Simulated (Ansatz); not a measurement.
We consider wurtzite InN, described by PBE (PAW; Ansatz, an electronic-structure program).

Numerical settings: plane-wave cutoff 500 eV, 18×18×8 k mesh (along the axes of the cell as run), Fermi–Dirac smearing 0.05 eV, scalar-relativistic PAW data made under PBE.

Computed at the level's own relaxed cell.

**Question.** What does this level give for the equilibrium volume per atom, equilibrium lattice constant a and lattice parameter c?

**Answer.** 
* **equilibrium volume per atom**: 16.06 Å³/atom
* **equilibrium lattice constant a**: 3.581 Å
* **lattice parameter c**: 5.787 Å

The run finds no gap.

Measured, for comparison: equilibrium volume per atom 15.38 Å³/atom (300 K, no zero-point or thermal correction; as tabulated in Wikipedia's data pages); lattice constant a 3.537 Å (room temperature, no zero-point or thermal correction, our sources range from 3.533 to 3.545; as tabulated in Lucero et al. (2012), arXiv:1111.4515); lattice parameter c 5.703 Å (300 K, no zero-point or thermal correction; as tabulated in Vurgaftman et al. (2001), doi:10.1063/1.1368156). Computed (rounded) less measured: equilibrium volume per atom +4.4 %, lattice constant a +1.2 % (+1.0 % to +1.4 % over the range), lattice parameter c +1.5 %.

Spin–orbit coupling is not included.

Computed values are for the static lattice.
